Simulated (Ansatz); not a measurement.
PbO2:

```xyz
3
Lattice="0.0000 2.7020 2.7020 2.7020 0.0000 2.7020 2.7020 2.7020 0.0000" Properties=species:S:1:pos:R:3 pbc="T T T"
Pb    0.0000    0.0000    0.0000
O     4.0530    4.0530    4.0530
O     1.3510    1.3510    1.3510
```

The cell comes from a database or a generator and needn't be the stable form of this composition.

```yaml
Program: Ansatz 0.2.0
Task: relaxation of cell and atoms
Functional: PBEsol
Dispersion: D4
Potentials_or_basis: Ansatz PAW
Cutoff: "420 eV (not typed: the program's choice for these potentials)"
k_mesh: 9 × 9 × 9
Occupations: fermi-dirac, width 0.05 eV
Spin: no spin polarisation
```

At the start: volume 13.15 Å³/atom.

Problem. Where does the relaxation end?

Solution. It ends after 7 steps and the volume is 12.47 Å³/atom (-5.2 %); space group Fm-3m (No. 225, to 0.05 Å).

Step by step:
```tsv
step	energy change (eV)	largest force (eV/Å)	volume (Å³)
1	0.0000	0.0000	39.45
2	-0.0543	0.0000	36.92
3	-0.0560	0.0000	37.53
4	-0.0562	0.0000	37.48
5	-0.0499	0.0000	37.48
6	-0.0503	0.0000	37.41
7	-0.0499	0.0000	37.41
```

Final structure:
```yaml
crystal:
  lattice:
    - [0.00000, 2.65457, 2.65457]
    - [2.65457, 0.00000, 2.65457]
    - [2.65457, 2.65457, 0.00000]
  atoms:
    - { symbol: Pb, position: [0.00000, 0.00000, 0.00000] }
    - { symbol: O, position: [0.75000, 0.75000, 0.75000] }
    - { symbol: O, position: [0.25000, 0.25000, 0.25000] }
```

Caveat: the plane-wave basis is chosen anew once the cell has moved, so the energies of steps on either side of that aren't comparable; the pressure holds a Pulay correction of +0.7 GPa for the finite cutoff; pairwise dispersion overbinds metals, which lowers pressure and volume; the PAW data sets come from PBE, with cores solved anew for the run's functional, which leaves a small shift of forces and pressure.
